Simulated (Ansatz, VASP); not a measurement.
# One calculation of Ca, two programs

```
Ca
1.0
     3.95755    0.00000    0.00000
    -1.97878    3.42734    0.00000
     0.00000    0.00000   12.86942
Ca
4
Direct
  0.00000 0.00000 0.00000
  0.33333 0.66667 0.25000
  0.00000 0.00000 0.50000
  0.66667 0.33333 0.75000
```

This isn't the form of Ca at room conditions, which is fcc.

Alike in both runs: task single point; functional PBEsol; k mesh 7 × 7 × 2; no spin polarisation.

|  | VASP | Ansatz |
| --- | --- | --- |
| version | VASP 6.6.1 | Ansatz 0.2.0 |
| potentials or method | VASP PAW PBE potentials, release 64 (Ca_sv) | plane waves, PAW |
| plane-wave cutoff (eV) | 520 | 550 |
| occupations | methfessel-paxton of order 1, width 0.05 eV | cold, width 0.05 eV |
| valence electrons in the cell | 40 | 40 |

VASP gave:

| Quantity | Value |
| --- | --- |
| pressure (GPa) | -1.0 |
| largest component of the traceless stress (GPa) | 0.86 |

Q: Estimate Ansatz's values.

A: Pressure (GPa): -1.1; largest component of the traceless stress (GPa): 0.92.

Caveats: the PAW data sets were made with another functional, which shifts forces and pressure a little (VASP).
